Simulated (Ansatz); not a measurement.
# BN: a line through an energy map

An exercise on one series of results from a longer session: the logs are not shown, and one member is left open.

Method: DFT LDA+D3(BJ), scalar-relativistic, plane waves, PAW, in Ansatz 0.2.0.

17 further runs of the same task are left out: 17 set aside as unsound or not needed.

## Starting point

Symmetry: Fmm2, No. 42, orthorhombic system. The conventional cell has a = 2.485 Å, b = 6.056 Å, c = 4.291 Å, α = 90.00°, β = 90.00°, γ = 90.00°. B (site symmetry mm2) is surrounded by 3 N at 1.43 Å. N (site symmetry mm2) has 3 B at 1.43 Å as nearest neighbours.

Structure file:

```
B N
1.0
     0.00000    3.02807    2.14558
     1.24267    0.00000    2.14558
     1.24267    3.02807    0.00000
B N
1 1
Direct
  0.00023 0.00023 0.99977
  0.66647 0.66647 0.33353
```

It goes back to an entry of the Materials Project, which need not be the stable form.

It is the result of an earlier relaxation at this level (volume 8.07 Å³/atom; gap on the mesh: 2.85 eV).

## Plan of the line

The energy is mapped over two homogeneous strains (x along [1 0 0], y along [0 1 0], z along [0 0 1] of the conventional cell).

The axes are (1) strain +e along x and -e along y: 7 values from −11.0 %; (2) strain +e along z and -e/2 along x and y: 7 values from −15 to 15 %.

Relaxed at each point: the atoms inside the fixed cell. Energies count from the relaxed crystal. Points are written as (first, second).

The first run:

The input, input.yaml:

```yaml
crystal:
  lattice:
    - [0.0, 3.5882597224, 1.8237391217]
    - [1.1991725074, 0.0, 1.8237391217]
    - [1.1991725074, 3.5882597224, 0.0]
  atoms:
    - { symbol: B, position: [0.0002266863, 0.0002266863, 0.9997733137] }
    - { symbol: "N", position: [0.6664733037, 0.6664733037, 0.3335266963] }
basis:
  ecutwfc: 520.0
kpoints:
  mp_grid: { grid: [12, 12, 12] }
hamiltonian:
  xc: lda
  pseudopotentials: { kind: paw, azcp: { folder: soft_1 } }
  dispersion: d3bj
scf:
  occupations: { method: gaussian, width: 0.05 }
output:
  forces: true
  stress: true
  eigenvalues: true
relax:
  adjacent_minimum: "off"
  f_tol: 0.01
  max_steps: 30
```

The run is started by

```bash
> ansatz run input.yaml --threads 1 --pin off --max-ram 2048MiB --backend cpu --events-out ev --progress --plain --runs-dir out
```

Steps of the session up to this table: Grid point (−11.0 %, −15 %); The run at (−11.0 %, −10 %); Grid point (−11.0 %, −5 %); Grid point (−11.0 %, 10 %); Grid point (−11.0 %, 15 %).

One table of the session follows, with a row left open; its other results are not shown here.

```
strain +e along z and -e/2 along x and y (%)  energy (meV/atom)  slope (meV/atom per %)  pressure (GPa)  band gap on the k-mesh (eV)
                                         −15                902                     −89             102                         3.54
                                         −10                553                     −52              84                         4.14
                                          −5                383                     −17              68                         3.67
                                           0                386                      17              55                         2.80
                                           5                  ?                       ?               ?                            ?
                                          10                879                      79              38                         0.00
                                          15               1325                      98              29                         0.00
```

Q: Estimate the row for strain +e along z and -e/2 along x and y (%) = 5 from the others.

Worked estimate for «energy (meV/atom)». A straight line through the neighbours (0, 386) and (10, 879) gives 386 + (879 − 386) × (5 − 0) / (10 − 0) = 632; a parabola fitted to 4 rows on both sides gives 559.

**Answer.** energy (meV/atom): 555; slope (meV/atom per %): 50; pressure (GPa): 45; band gap on the k-mesh (eV): 1.23. In «energy (meV/atom)» the line misses by +77 and the parabola by +4.

Energies count from the relaxed crystal. Rows without a step come from runs not printed here or follow by symmetry.

In words: The lowest point of the line is at −5 %, 383 meV/atom from the zero. The highest point computed, at 15 %, lies 942 meV/atom above the lowest. The gap on the mesh reads zero on part of the line; semilocal functionals close small gaps early. The gap on the mesh closes on part of the grid. The final runs have no spin polarisation, so no magnetic state was tried and one may lie lower.

Caveats from the session: Warnings in the runs' records: pseudo functional mismatch, dispersion damping borrowed, stress scf threshold loose.
